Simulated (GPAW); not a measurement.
# WS2 in GPAW: hybrid scf with TPSSh+D4

Aim: the hybrid scf of WS2 with TPSSh+D4.

Program: GPAW 26.7.0. These are calculated values, not measurements. Logs are shortened: lines on timing, memory, paths and dates and some standing lists are left out, and cuts for length are marked. The log counts tension as positive stress, the text compression.

### 1 The structure

The cell holds a slab with vacuum, 3 atoms: a = 3.184 Å, b = 3.184 Å, c = 16.951 Å, α = 90.00°, β = 90.00°, γ = 120.00°.

### 2 Hybrid scf, TPSSh+D4

run.py reads:

```python
import numpy as np
from ase.calculators.mixing import SumCalculator
from ase.dft.bandgap import bandgap
from ase.io import read, write
from dftd4.ase import DFTD4
from gpaw import GPAW, PW
from gpaw.xc import parametrizedxc

class ScaledMGGA(parametrizedxc.ParametrizedKernel):
    """Weighted sum of Libxc meta-GGA parts, named like '0.75_MGGA_X_..+1.0_MGGA_C_..'."""
    def __init__(self, name):
        super().__init__(name)
        self.type = 'MGGA'

    def calculate(self, e_g, n_sg, dedn_sg, sigma_xg, dedsigma_xg, tau_sg, dedtau_sg):
        e_g[:] = dedsigma_xg[:] = dedtau_sg[:] = 0.0
        for kernel, c in zip(self.kernels, self.coefs):
            e, v, s, t = [np.zeros_like(x) for x in [e_g, dedn_sg, dedsigma_xg, dedtau_sg]]
            kernel.calculate(e, n_sg, v, sigma_xg, s, tau_sg, t)
            e_g += c * e
            dedn_sg += c * v
            dedsigma_xg += c * s
            dedtau_sg += c * t

parametrizedxc.ParametrizedKernel = ScaledMGGA

atoms = read('WS2.cif')

calc = GPAW(mode=PW(450),
            xc={'name': '0.900_MGGA_X_TPSS+1.0_MGGA_C_TPSS', 'fraction': 0.1, 'omega': 0.0, 'backend': 'pw'},
            kpts={'size': (5, 5, 1), 'gamma': True},
            occupations={'name': 'fermi-dirac', 'width': 0.001},
            nbands=25,
            convergence={'density': 0.0001},
            maxiter=40,
            txt='gpaw.txt')
atoms.calc = SumCalculator([calc, DFTD4(method='tpssh')])
energy = atoms.get_potential_energy()
calc.write('gs.gpw')
write('result.traj', atoms)
print(f'Energy: {energy:.6f} eV')
print('Fermi level:', round(calc.get_fermi_level(), 4), 'eV')
print(f'Gap: {bandgap(calc)[0]:.4f} eV, direct: {bandgap(calc, direct=True)[0]:.4f} eV')
```

WS2.cif reads:

```cif
data_WS2
_cell_length_a 3.18351636
_cell_length_b 3.18351636
_cell_length_c 16.95057789
_cell_angle_alpha 90.00000000
_cell_angle_beta 90.00000000
_cell_angle_gamma 120.00000000
_space_group_name_H-M_alt 'P1'
_space_group_name_Hall 'P 1'
_space_group_IT_number 1
loop_
_space_group_symop_operation_xyz
'x,y,z'
loop_
_atom_site_label
_atom_site_type_symbol
_atom_site_symmetry_multiplicity
_atom_site_Wyckoff_symbol
_atom_site_fract_x
_atom_site_fract_y
_atom_site_fract_z
_atom_site_occupancy
W1 W 1 a 0.0000000000 0.0000000000 0.0000000000 1
S1 S 1 a 0.3333333333 0.6666666667 0.0920005100 1
S2 S 1 a 0.3333333333 0.6666666667 0.9079994900 1
```

Potentials or basis: GPAW PAW data sets (gpaw-data 1.2.1), pw.

Started as:

```
> OMP_NUM_THREADS=1 python run.py
```

gpaw.txt:

```text
__  _  _
 | _ |_)|_||  |
 |__||  | ||/\| - 26.7.0

Input parameters:
  mode=PW(ecut=450.00000000000006),
  convergence={'density': 0.0001},
  kpts=MonkhorstPack(size=(5, 5, 1), gamma=True),
  maxiter=40,
  nbands=25,
  occupations=Occupations(name='fermi-dirac', width=0.001),
  xc=XC(name='0.900_MGGA_X_TPSS+1.0_MGGA_C_TPSS', fraction=0.1, omega=0.0, backend='pw')

Diagonalizing LCAO Hamiltonian
Converting LCAO to pw mode

         S

         S

       W

Atoms  # Å, Bohr magnetons
|   | symbol |         x |        y |         z |    initial magnetic moments |
|---|--------|-----------|----------|-----------|-----------------------------|
| 0 |      W |  0.000000 | 0.000000 |  0.000000 | ( 0.0000,  0.0000,  0.0000) |
| 1 |      S | -0.000000 | 1.838004 |  1.559462 | ( 0.0000,  0.0000,  0.0000) |
| 2 |      S | -0.000000 | 1.838004 | 15.391116 | ( 0.0000,  0.0000,  0.0000) |

Unit cell  # Å
| periodic |         x |        y |         z |   lengths |     angles |
|----------|-----------|----------|-----------|-----------|------------|
|      yes |  3.183516 | 0.000000 |  0.000000 |  3.183516 |  90.000000 |
|      yes | -1.591758 | 2.757006 |  0.000000 |  3.183516 |  90.000000 |
|      yes |  0.000000 | 0.000000 | 16.950578 | 16.950578 | 120.000000 |

Number of symmetries: 12
Symmetry operations  # r_c * U_cc + t_c -> r_c
|    | kind |            matrix            |
|----|------|------------------------------|
|  0 |  σ   |  1, 1, 0,  0,-1, 0,  0, 0, 1 |
|  1 |  C2  |  1, 1, 0,  0,-1, 0,  0, 0,-1 |
|  2 |  E   |  1, 0, 0,  0, 1, 0,  0, 0, 1 |
|  3 |  σ   |  1, 0, 0,  0, 1, 0,  0, 0,-1 |
|  4 |  C3  |  0, 1, 0, -1,-1, 0,  0, 0, 1 |
|  5 |  S3  |  0, 1, 0, -1,-1, 0,  0, 0,-1 |
|  6 |  σ   |  0,-1, 0, -1, 0, 0,  0, 0, 1 |
|  7 |  C2  |  0,-1, 0, -1, 0, 0,  0, 0,-1 |
|  8 |  σ   | -1, 0, 0,  1, 1, 0,  0, 0, 1 |
|  9 |  C2  | -1, 0, 0,  1, 1, 0,  0, 0,-1 |
| 10 |  C3  | -1,-1, 0,  1, 0, 0,  0, 0, 1 |
| 11 |  S3  | -1,-1, 0,  1, 0, 0,  0, 0,-1 |

BZ-sampling:
  Number of BZ points: 25
  Number of IBZ points: 5

  Monkhorst-Pack size: [5, 5, 1]
  Monkhorst-Pack shift: [0, 0, 0]

K-points  # in reciprocal-cell coordinates
|   |                                coordinates |     weight |
|---|--------------------------------------------|------------|
| 0 | (  0.00000000,   0.00000000,   0.00000000) | 0.04000000 |
| 1 | (  0.20000000,   0.00000000,   0.00000000) | 0.24000000 |
| 2 | (  0.40000000,  -0.20000000,   0.00000000) | 0.24000000 |
| 3 | (  0.40000000,   0.00000000,   0.00000000) | 0.24000000 |
| 4 | (  0.40000000,   0.40000000,   0.00000000) | 0.24000000 |

Plane wave coefficients: 3287
Cutoff: 450.00000000000006 eV

Spin-components: 1 (collinear spins)
Bands:           25
Projectors:      16
Spin-degeneracy: 2
Datatype:        complex128

Parallelization:
  kpt:    1
  domain: 1
  band:   1

Density:
  Valence electrons: 26.0
  Components: 1
  Grid points: [16 16 84]
  Charge: 0.0  # |e|

Potential:
  Grid points: [16 16 84]

species:
  W:
    name:    Tungsten
    Z:       74.0
    valence: 14
    core:    60
    charge:  0.0  # [|e|]
    compensation charges:
      type: gauss
      rc: 0.40  # [Å]
      lmax: 2
    cutoffs:
      filter: 2.36  # [Å]
      core: 3.02  # [Å]
    projectors
    | kind |    occ | energy [eV] | rcut [Å] |
    |------|--------|-------------|----------|
    |   5s |  2.000 |     -78.830 |    1.344 |
    |   6s |  2.000 |      -5.697 |    1.344 |
    |   5p |  6.000 |     -43.233 |    1.355 |
    |   6p |  0.000 |      -1.367 |    1.355 |
    |   5d |  4.000 |      -4.494 |    1.228 |
    |    d |        |      22.717 |    1.228 |

    Using partial waves for W as LCAO basis

  S:
    name:    Sulfur
    Z:       16.0
    valence: 6
    core:    10
    charge:  0.0  # [|e|]
    compensation charges:
      type: gauss
      rc: 0.24  # [Å]
      lmax: 2
    cutoffs:
      filter: 1.77  # [Å]
      core: 1.66  # [Å]
    projectors
    | kind |    occ | energy [eV] | rcut [Å] |
    |------|--------|-------------|----------|
    |   3s |  2.000 |     -17.254 |    0.974 |
    |   3p |  4.000 |      -7.008 |    0.979 |
    |    s |        |       9.957 |    0.974 |
    |    p |        |      20.203 |    0.979 |
    |    d |        |       0.000 |    0.900 |

    Using partial waves for S as LCAO basis

Reference energy: -460486.911450  # eV

eigensolver:
  PPCG
  Converge bands: occupied
  niter=2

density mixing:
  MSR1-Mixer
  Pratt-step length: 0.05
  Maximum mixing coefficient: 0.75
  Old densities: 10
  SVD Regularization: 0.005
  Good broyden scale: 1.0
  Trust region scale: 1.0
  Backstep threshold: 4.0
  History deletion threshold: 6.0
  Fourier metric: weight=20.0, sigma=0.015

occupation numbers:
  Fermi-Dirac:
    width: 0.0010  # eV

poisson solver:
  ecut: 3600.0000000000005  # eV

xc functional:
  name: 0.900_MGGA_X_TPSS+1.0_MGGA_C_TPSS with 2 nearest neighbor stencil

convergence criteria:
- Maximum integral of absolute [dens]ity change: 0.0001 electrons / valence electron
- Maximum [total energy] change in last 3 cyles: 0.0005 eV / valence electron
- Maximum integral of absolute [eigenst]ate change: 4e-08 eV^2 / valence electron
maximum number of iterations: 40

IBZ(<points: 5, symmetries: 12>)
Occupied bands: 13
SCF iterations
|iter     | |      energy | eigst |  dens |
|---------|-|-------------|-------|-------|
|iter:   1| |-1025.126915 | +0.06 |       |
|iter:   2| |  -24.491307 | -0.60 | -1.16 |
|iter:   3| |-3841493.073433 | +8.78 | -1.17 |
|iter:   4| |   -9.642305 | -0.50 | -0.26 |
|iter:   5| |  -23.917558 | -0.80 | -1.08 |
|iter:   6| |  -24.078663 | +0.12 | -1.55 |
|iter:   7| |  -24.141105 | -2.38 | -1.86 |
|iter:   8| |  -24.103025 | -3.11 | -1.83 |
|iter:   9| |  -24.097956 | -3.02 | -2.14 |
|iter:  10| |  -24.098639c| -4.27 | -2.36 |
|iter:  11| |  -24.098502c| -4.37 | -2.45 |
|iter:  12| |  -24.097466c| -4.67 | -2.52 |
|iter:  13| |  -24.096677c| -4.14 | -2.68 |
|iter:  14| |  -24.096699c| -5.33 | -3.33 |
|iter:  15| |  -24.096691c| -5.93 | -3.64 |
|iter:  16| |  -24.096694c| -6.98 | -4.27c|
|iter:  17| |  -24.096695c| -7.40c| -4.48c|

Converged in 17 steps
Energy contributions relative to reference atoms: (reference = -460486.911450)

Energy contributions:
  Kinetic:           5.976304
  Coulomb:          -8.478466
  Zero:             -0.098829
  External:          0.000000
  Xc:              980.939556
  Entropy:          -0.000000
  Spinorbit:         0.000000
  Hybrid_Xc_Cc:      -959.281221
  Hybrid_Xc_Vc:       -13.579174
  Hybrid_Xc_Vv:       -29.574865
  ----------------------------
  Free energy:     -24.096695
  Extrapolated:    -24.096695

dipole moment: (-9.395575, -8.274985, -63.170380)  # |e|*Ang

Fermi level: -0.952
Eigenvalues  # (at kpt = [0.000, 0.000, 0.000])
| band index |      eig [eV] | occ [0-2] |
|------------|---------------|-----------|
|          0 |       -76.950 |     2.000 |
|        ... |               |           |
|          5 |       -15.062 |     2.000 |
|          6 |        -7.844 |     2.000 |
|          7 |        -4.221 |     2.000 |
|          8 |        -4.221 |     2.000 |
|          9 |        -3.341 |     2.000 |
|         10 |        -2.840 |     2.000 |
[... 8 lines left out ...]
|         19 |         5.012 |     0.000 |
|         20 |         6.119 |     0.000 |
|        ... |               |           |
|         24 |        10.343 |     0.000 |

Gap: 2.702 eV
Transition (v -> c):
  (s=0, k=0, n=12, [0.00, 0.00, 0.00]) -> (s=0, k=2, n=13, [0.40, -0.20, 0.00])
Direct/indirect transitions are different
Direct gap: 3.219 eV
Transition at: (s=0, k=4, n=12, [0.40, 0.40, 0.00])
# Writing to gs.gpw (mode='')
```

Wall time 17 min (1 thread of Intel Xeon 6975P-C (Granite Rapids), shared host); peak memory 0.54 GiB.

Results:

| Item | Value |
| --- | --- |
| Free energy | -25.3621 eV |
| Band gap on the k mesh | 2.70 eV, indirect (least direct gap 3.22 eV) |
| Dispersion energy per atom | -0.422 eV |

Caveat: the k mesh is coarse (spacing up to 0.46 Å⁻¹), so the values aren't converged, least of all with exact exchange; the scaled meta-GGA exchange is a class typed in the script; spin-orbit coupling is left out, which moves the levels of the heavy elements.
